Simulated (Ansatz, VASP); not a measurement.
**Cd: VASP beside Ansatz**

```
Cd
1.0
     0.00000    2.19001    2.19001
     2.19001    0.00000    2.19001
     2.19001    2.19001    0.00000
Cd
1
Direct
  0.00000 0.00000 0.00000
```

This isn't the form of Cd at room conditions, which is hcp.

Alike in both runs: functional PBEsol; k mesh 10 × 10 × 10; no spin polarisation.

Ansatz relaxed the structure, and its values are those at the end. VASP's run is a single point on that final structure, the one shown.

|  | VASP | Ansatz |
| --- | --- | --- |
| version | VASP 6.6.1 | Ansatz 0.2.0 |
| potentials or method | VASP PAW PBE potentials, release 64 (Cd) | plane waves, PAW |
| plane-wave cutoff (eV) | 520 | 420 |
| occupations | methfessel-paxton of order 1, width 0.1 eV | cold, width 0.1 eV |
| valence electrons in the cell | 12 | 20 |

```csv
,VASP,Ansatz,Ansatz less VASP
pressure (GPa),0.4,0.0,-0.41
```

The two sets of potentials don't hold the same shells in valence.

Caveats: the PAW data sets were made with another functional, which shifts forces and pressure a little (VASP).
